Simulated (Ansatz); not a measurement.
Input of an Ansatz 0.2.0 run:

The input input.yaml:

```yaml
crystal:
  lattice:
    - [0.0, 2.0970013927, 2.0970013927]
    - [2.0970013927, 0.0, 2.0970013927]
    - [2.0970013927, 2.0970013927, 0.0]
  atoms:
    - { symbol: Mg, position: [0.0, 0.0, 0.0] }
    - { symbol: O, position: [0.5, 0.5, 0.5] }
hamiltonian:
  xc: pbe
  pseudopotentials: { kind: paw }
kpoints:
  mp_grid: { grid: [11, 11, 11] }
scf:
  occupations: { method: gaussian, width: 0.026 }
output:
  forces: true
  stress: true
  eigenvalues: true
```

Potentials or basis: Ansatz PAW.

Launch:

```bash
$ ansatz run input.yaml --threads 2 --pin off --max-ram 5632MiB --backend cpu --events-out ev --progress --plain --runs-dir out
```

Problem. What does it give for the pressure?

Solution. 6.9 GPa.

Problem. Predict the band gap on the k mesh.

Solution. 4.87 eV, direct.

Caveat: odd divisions of the mesh miss points on the zone boundary, where band edges often lie, so the gap on the mesh can be too wide; the pressure holds a Pulay correction of +0.6 GPa for the finite cutoff.

**What was measured.**

From “Electronic structure of alkaline earth and post-transition metal oxides”, 2009, arxiv:0908.1581, for a bulk crystal of MgO: band gap 7.83 eV.

Measured gap of MgO: 7.83 eV (quoted in “Electronic structure of alkaline earth and post-transition metal oxides”, 2009, arxiv:0908.1581). This calculation gives 4.87 eV (-2.96 eV). The value is that of PBE, without temperature or zero-point motion. Semilocal functionals fall short of measured gaps as a rule. The cell is a database's relaxed one, not the measured one, which moves gaps too.
